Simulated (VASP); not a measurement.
# GaAs (F-43m) in VASP: notebook

One crystal, GaAs, is run at these levels: r2SCAN; tasks: relaxation of cell and atoms, single point.

Everything below comes from runs of VASP 6.6.1. Logs are shortened: lines on timing, memory, paths and dates and some standing lists are left out, and cuts for length are marked.

**The experiment to reproduce.**

From “Evidence of valence band perturbations in GaAsN/GaAs(001): A combined variable-angle spectroscopic ellipsometry and modulated photoreflectance investigation”, 2008, arxiv:0805.2212, for a bulk crystal of GaAs at 300 K: band gap 1.412 ± 0.01 eV (direct); band gap 1.418 ± 0.005 eV (direct).

The results are compared with them further down.

## Step 1: The structure

Symmetry: F-43m, No. 216, cubic system. Conventional cell: a = 5.666 Å, b = 5.666 Å, c = 5.666 Å, α = 90.00°, β = 90.00°, γ = 90.00°. Ga (site symmetry -43m) has 4 As at 2.45 Å as nearest neighbours. Around As (site symmetry -43m) lie 4 Ga at 2.45 Å.

## Step 2: Relaxation of cell and atoms, r2SCAN (cell and atoms relaxed tightly for response)

POSCAR reads:

```
GaAs
1.0
    0.0000000000      2.8332037258      2.8332037258
    2.8332037258      0.0000000000      2.8332037258
    2.8332037258      2.8332037258      0.0000000000
Ga As
1 1
Direct
    0.0000000000      0.0000000000      0.0000000000
    0.2500000000      0.2500000000      0.2500000000
```

INCAR.step1 reads:

```
PREC = Accurate
ENCUT = 600
ISMEAR = 0
SIGMA = 0.01
LREAL = F
LASPH = T
NELM = 100
GGA = PE
ALGO = Normal
EDIFF = 1E-4
LWAVE = T
LCHARG = F
```

INCAR.step2 reads:

```
PREC = Accurate
ENCUT = 600
EDIFF = 1E-6
ISMEAR = 0
SIGMA = 0.01
LREAL = F
LASPH = T
NELM = 100
ALGO = Normal
ISIF = 3
LWAVE = F
LCHARG = F
METAGGA = R2SCAN
LMIXTAU = T
IBRION = 2
NSW = 80
EDIFFG = -0.001
ISTART = 1
```

KPOINTS reads:

```
regular mesh
0
Gamma
  8 8 8
```

Potentials or basis: VASP PAW PBE potentials, release 64 (Ga_d, As).

The run is started by

```console
$ cat potpaw_PBE.64/Ga_d/POTCAR potpaw_PBE.64/As/POTCAR > POTCAR
$ cp INCAR.step1 INCAR
$ mpirun -np 1 vasp_std > vasp.out
$ cp INCAR.step2 INCAR
$ mpirun -np 1 vasp_std > vasp.out
```

OUTCAR:

```text
PREC = Accurate
   ENCUT = 600
   EDIFF = 1E-6
   ISMEAR = 0
   LREAL = F
   LASPH = T
   NELM = 100
   ISIF = 3
   METAGGA = R2SCAN
   IBRION = 2
   NSW = 80
   EDIFFG = -0.001
   ISTART = 1

 ion  position               nearest neighbor table
   1  0.000  0.000  0.000-   2 2.45   2 2.45   2 2.45   2 2.45
   2  0.250  0.250  0.250-   1 2.45   1 2.45   1 2.45   1 2.45

  LATTYP: Found a face centered cubic cell.
 ALAT       =     5.6664074516

  Lattice vectors:

 A1 = (   0.0000000000,   2.8332037258,   2.8332037258)
 A2 = (   2.8332037258,   0.0000000000,   2.8332037258)
 A3 = (   2.8332037258,   2.8332037258,   0.0000000000)

Analysis of symmetry for initial positions (statically):
=====================================================================
 Subroutine PRICEL returns:
 Original cell was already a primitive cell.

 Routine SETGRP: Setting up the symmetry group for a
 face centered cubic supercell.

 Subroutine GETGRP returns: Found 24 space group operations
 (whereof 24 operations were pure point group operations)
 out of a pool of 48 trial point group operations.

The static configuration has the point symmetry T_d .

Analysis of symmetry for dynamics (positions and initial velocities):
=====================================================================
 Subroutine PRICEL returns:
 Original cell was already a primitive cell.

 Routine SETGRP: Setting up the symmetry group for a
 face centered cubic supercell.

 Subroutine GETGRP returns: Found 24 space group operations
 (whereof 24 operations were pure point group operations)
 out of a pool of 48 trial point group operations.

The dynamic configuration has the point symmetry T_d .

 Subroutine INISYM returns: Found 24 space group operations
 (whereof 24 operations are pure point group operations),
 and found     1 'primitive' translations

----------------------------------------------------------------------------------------

                                     Primitive cell

  volume of cell :      45.4845

  direct lattice vectors                    reciprocal lattice vectors
     0.000000000  2.833203726  2.833203726    -0.176478661  0.176478661  0.176478661
     2.833203726  0.000000000  2.833203726     0.176478661 -0.176478661  0.176478661
     2.833203726  2.833203726  0.000000000     0.176478661  0.176478661 -0.176478661

  length of vectors
[... 105 lines left out ...]
  Thomas-Fermi vector in A             =   2.337722
   LORBIT       =      0    0 simple, 1 ext, 2 COOP (PROOUT), +10 PAW based schemes
   METAGGA = R2SCAN    functional components
   LHFCALC =     F    Hartree Fock is set to
   AEXX    =    0.0000 exact exchange contribution
   IVDW    =     0    specifies the selected vdW correction
   LEPSILON=     F    determine dielectric tensor
   LRPA    =     F    only Hartree local field effects (RPA)
 conjugate gradient relaxation of ions
 non-spin polarized calculation
 Gauss-broadening in eV      SIGMA  =   0.01
  energy-cutoff  :      600.00
  volume of cell :       45.48
 maximum number of plane-waves:      1540
   NGX = 17   NGY = 17   NGZ = 17

--------------------------------------- Ionic step        1  -------------------------------------------

 number of electron      18.0000010 magnetization

 Free energy of the ion-electron system (eV)
  ---------------------------------------------------
  ext. energy  EPLUGINS =         0.00000000
  ---------------------------------------------------
  free energy    TOTEN  =       -27.05408452 eV

  energy without entropy =      -27.05408452  energy(sigma->0) =      -27.05408452

------------------------ aborting loop because EDIFF is reached ----------------------------------------

  FORCE on cell =-STRESS in cart. coord.  units (eV):
  Direction    XX          YY          ZZ          XY          YZ          ZX
  --------------------------------------------------------------------------------------
  -------------------------------------------------------------------------------------
  Total        0.0291790      0.0291790      0.0291790     -0.0000000      0.0000000      0.0000000
  in kB        1.0278228      1.0278228      1.0278228     -0.0000000      0.0000000      0.0000000
  external PRESSURE =       1.0278228 kB  Pullay stress =       0.0000000 kB
[... 239 lines left out ...]
--------------------------------------- Ionic step        8  -------------------------------------------

 number of electron      18.0000010 magnetization

 Free energy of the ion-electron system (eV)
  ---------------------------------------------------
  ext. energy  EPLUGINS =         0.00000000
  ---------------------------------------------------
  free energy    TOTEN  =       -27.05408923 eV

  energy without entropy =      -27.05408923  energy(sigma->0) =      -27.05408923

 E-fermi :   3.6604     XC(G=0): -10.2186

 val. band max:        3.6077589451   @ k =   0.0000   0.0000   0.0000
 cond. band min:       4.5424581628   @ k =   0.0000   0.0000   0.0000
 fundamental gap:      0.9346992177
 Fermi energy:         3.6603711354

 k-point     1 :       0.0000    0.0000    0.0000
  band No.  band energies     occupation
      1     -11.6166      2.00000
      2     -11.6166      2.00000
      3     -11.6165      2.00000
      4     -11.5288      2.00000
      5     -11.5288      2.00000
      6      -9.5464      2.00000
      7       3.6077      2.00000
      8       3.6078      2.00000
      9       3.6078      2.00000
     10       4.5425      0.00000
     11       7.6462      0.00000
     12       7.6463      0.00000
     13       7.6463      0.00000
[... 354 lines left out ...]
  band No.  band energies     occupation
      1     -11.7115      2.00000
      2     -11.5896      2.00000
      3     -11.5824      2.00000
      4     -11.5333      2.00000
      5     -11.5252      2.00000
      6      -7.3650      2.00000
      7      -3.0061      2.00000
      8       0.3384      2.00000
      9       1.6297      2.00000
     10       6.9701      0.00000
     11       8.1391      0.00000
     12      10.3660      0.00000
     13      11.7946      0.00000

 [... further k-points ...]

------------------------ aborting loop because EDIFF is reached ----------------------------------------

  FORCE on cell =-STRESS in cart. coord.  units (eV):
  Direction    XX          YY          ZZ          XY          YZ          ZX
  --------------------------------------------------------------------------------------
  -------------------------------------------------------------------------------------
  Total       -0.0013895     -0.0013895     -0.0013895      0.0000000      0.0000000      0.0000000
  in kB       -0.0489015     -0.0489015     -0.0489015      0.0000000      0.0000000      0.0000000
  external PRESSURE =      -0.0489015 kB  Pullay stress =       0.0000000 kB
[... 17 lines left out ...]
  FREE ENERGIE OF THE ION-ELECTRON SYSTEM (eV)
  ---------------------------------------------------
  free  energy   TOTEN  =       -27.0540892283 eV

  energy  without entropy=      -27.0540892283  energy(sigma->0) =      -27.05408923

 reached required accuracy - stopping structural energy minimisation
```

Run time: 3.1 min. Hardware: 1 thread of Intel Xeon Platinum 8559C (Emerald Rapids), shared host; peak memory 0.21 GiB.

What came out:

```
Free energy                            : -27.0541 eV
Relaxed volume                         : 22.76 Å³/atom
Relaxed cell                           : a = 4.008 Å, b = 4.008 Å, c = 4.008 Å, α = 60.00°, β = 60.00°, γ = 60.00°
Space group after relaxing (to 0.05 Å) : F-43m (No. 216)
Energy gained by relaxing              : 0.0 meV/atom
Ionic steps                            : 8
Pressure after relaxing                : 0.0 GPa
Band gap on the k mesh                 : 0.93 eV, direct
```

Final structure:
```
Ga As
1.0
     0.00000    2.83404    2.83404
     2.83404    0.00000    2.83404
     2.83404    2.83404    0.00000
Ga As
1 1
Cartesian
  2.8340 5.6681 2.8340
  1.4170 1.4170 1.4170
```

Caveat: the PAW data sets were made with another functional, which shifts forces and pressure a little. A k mesh can miss the band edges.

(Part 1 of 2 ends here.)
